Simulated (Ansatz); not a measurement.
**CuO: band structure with PBEsol+U**

The system is CuO.

```
CELL_PARAMETERS angstrom
4.16094 0.00000 0.00000
0.00000 4.16094 0.00000
0.00000 0.00000 3.88764
ATOMIC_POSITIONS crystal
Cu 0.50000 0.00000 0.50000
Cu 0.00000 0.50000 0.50000
Cu 0.00000 0.00000 0.00000
O 0.00000 0.00000 0.50000
O 0.50000 0.00000 0.00000
O 0.00000 0.50000 0.00000
```

Measurements of this composition are mostly on another form, of space group No. 15.

- Program: Ansatz 0.2.0
- Task: band structure
- Functional: PBEsol
- Potentials or basis: Ansatz PAW
- Cutoff: 420 eV (not typed: the program's choice for these potentials)
- k mesh: 7 × 7 × 7
- Occupations: fermi-dirac, width 0.05 eV
- Spin: no spin polarisation
- Hubbard terms: Cu d U = 4.5 eV
- Path: [["G", "X", "M", "G", "Z", "R", "A", "Z"], ["X", "R"], ["M", "A"]]
- Points for each segment of the path: 14
- Hubbard projectors: ortho-atomic (the default)
- Double counting: fll (the default)

```yaml
Pressure: -3.0 GPa
Band_gap_on_the_k_mesh: none (metal or under the smearing width)
```

Stress tensor (GPa, compression positive):
```
-2.89  0.00  0.00
 0.00 -2.89  0.00
 0.00  0.00 -3.16
```

Levels at the corners of the path, in eV from the Fermi level:
```
point  band 36  band 37  band 38  band 39  band 40  band 41
    Γ    -1.88    -1.66    -1.15    -1.15     1.67     6.62
    X    -1.76    -0.98    -0.81    -0.72     4.33     4.40
    M    -0.68    -0.68    -0.46     1.00     4.04     6.75
    Γ    -1.88    -1.66    -1.15    -1.15     1.67     6.62
    Z    -0.85    -0.22    -0.22    -0.07     5.48     7.12
    R    -0.57    -0.15     1.24     1.32     5.09     6.92
    A     1.25     1.29     1.37     1.37     2.40     7.42
    Z    -0.85    -0.22    -0.22    -0.07     5.48     7.12
    X    -1.76    -0.98    -0.81    -0.72     4.33     4.40
    R    -0.57    -0.15     1.24     1.32     5.09     6.92
    M    -0.68    -0.68    -0.46     1.00     4.04     6.75
    A     1.25     1.29     1.37     1.37     2.40     7.42
```

Eigenvalues of the final occupation matrices:
```
  site  spin  trace               eigenvalues
site 1     1   4.80  0.84 0.98 0.99 0.99 1.00
site 2     1   4.80  0.84 0.98 0.99 0.99 1.00
site 3     1   4.71  0.84 0.87 1.00 1.00 1.00
```

It took 14 s on 2 threads of Arm Neoverse V1, with other jobs on the host, peak memory 0.62 GiB.

Caveat: the pressure holds a Pulay correction of +0.7 GPa for the finite cutoff; an odd number of electrons without spin polarisation forces a metal; a magnetic or distorted state may lie lower; the run has no spin polarisation, though such a crystal can be magnetic; U without spin polarisation on a metal has little footing; the PAW data sets come from PBE, with cores solved anew for the run's functional, which leaves a small shift of forces and pressure.
